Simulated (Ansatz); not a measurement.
# ZnAu, one cell by several methods

```
CELL_PARAMETERS angstrom
3.15005 0.00000 0.00000
0.00000 3.15005 0.00000
0.00000 0.00000 3.15005
ATOMIC_POSITIONS crystal
Zn 0.50000 0.50000 0.50000
Au 0.00000 0.00000 0.00000
```

Atom numbers follow the list: Zn1, Au2.

The cell is the one relaxed in the Materials Project (mp-1684), not relaxed further here; entries there can be hypothetical.

No spin–orbit coupling, which matters for the heavy atoms here.

All numbers are computed: DFT, PBEsol, PAW with Ansatz's default frozen-core files, scalar-relativistic (Ansatz 0.2.0); DFT, PBEsol, all-electron PAW with datasets made for the crystal, scalar-relativistic (Ansatz 0.2.0); DFT, PBEsol, all-electron LAPW, scalar-relativistic (Ansatz 0.2.0).

For PAW: a Γ-centred 13×13×13 k mesh, Fermi–Dirac smearing of 0.05 eV, cutoff 420 eV, no spin polarisation; the PAW files were made with PBE, and the program remakes their frozen cores for this functional. The crystal-made all-electron datasets (AE datasets) take a cutoff of 260 eV at this cell. LAPW targets a basis error of 1 meV/atom. The Ansatz runs share mesh, smearing and spin set-up. Plane-wave (PAW) pressures include the program's estimate of the Pulay term.

Stress and pressure are positive in compression.

Levels count from the Fermi level.

```json
{"quantity": "pressure (GPa)", "PAW": "-2.78", "AE datasets": "-2.77", "LAPW": "-2.77"}
{"quantity": "highest filled level at X (eV)", "PAW": "-2.400", "AE datasets": "-2.399", "LAPW": "-2.399"}
{"quantity": "lowest empty level at X (eV)", "PAW": "10.317", "AE datasets": "10.313", "LAPW": "10.313"}
{"quantity": "highest filled level at M (eV)", "PAW": "-2.053", "AE datasets": "-2.052", "LAPW": "-2.052"}
{"quantity": "lowest empty level at M (eV)", "PAW": "0.782", "AE datasets": "0.780", "LAPW": "0.780"}
```
